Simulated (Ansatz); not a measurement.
What a change of settings does to a run on CaSe

The cell is COD entry 1010880, as deposited and not checked against the literature; nothing was relaxed. It is an old determination, and later ones may differ. The listed cell was then made from it by scaling, straining or moving an atom.

First run: DFT, PBE, all-electron LAPW, scalar-relativistic (Ansatz 0.2.0).

Command: `ansatz run input.yaml --threads 1 --pin off --max-ram 2048MiB --backend cpu --events-out ev --progress --plain --runs-dir out` The run took 5.4 s on 1 thread of Arm Neoverse V1 (shared host).

```yaml
crystal:
  lattice:
    - [0.0, 2.9058886243, 2.9058886243]
    - [2.9058886243, 0.0, 2.9058886243]
    - [2.9058886243, 2.9058886243, 0.0]
  atoms:
    - { symbol: Ca, position: [0.0, 0.0, 0.0] }
    - { symbol: Se, position: [0.5, 0.5, 0.5] }
kpoints:
  mp_grid: { grid: [7, 7, 7] }
scf:
  occupations: { method: fermi_dirac, width: 0.02 }
hamiltonian:
  xc: pbe
  pseudopotentials: { kind: all_electron, lapw: { basis_error: 0.00025 } }
output:
  forces: true
  stress: true
  eigenvalues: true
```

Result: converged; pressure 4.16 GPa; gap on the k mesh 1.96 eV (the mesh can miss the band edges); 7 SCF iterations.

The input is then changed:

```diff
@@ -8,5 +8,5 @@
     - { symbol: Se, position: [0.5, 0.5, 0.5] }
 kpoints:
-  mp_grid: { grid: [7, 7, 7] }
+  mp_grid: { grid: [5, 5, 5] }
 scf:
   occupations: { method: fermi_dirac, width: 0.02 }
@@ -14,4 +14,5 @@
   xc: pbe
   pseudopotentials: { kind: all_electron, lapw: { basis_error: 0.00025 } }
+  dispersion: d4
 output:
   forces: true
```

Problem. Predict the outcome of the changed run.

Solution. It converged; pressure 2.46 GPa; gap on the k mesh 2.02 eV (the mesh can miss the band edges); 7 SCF iterations. Some of these settings are too coarse for converged properties.
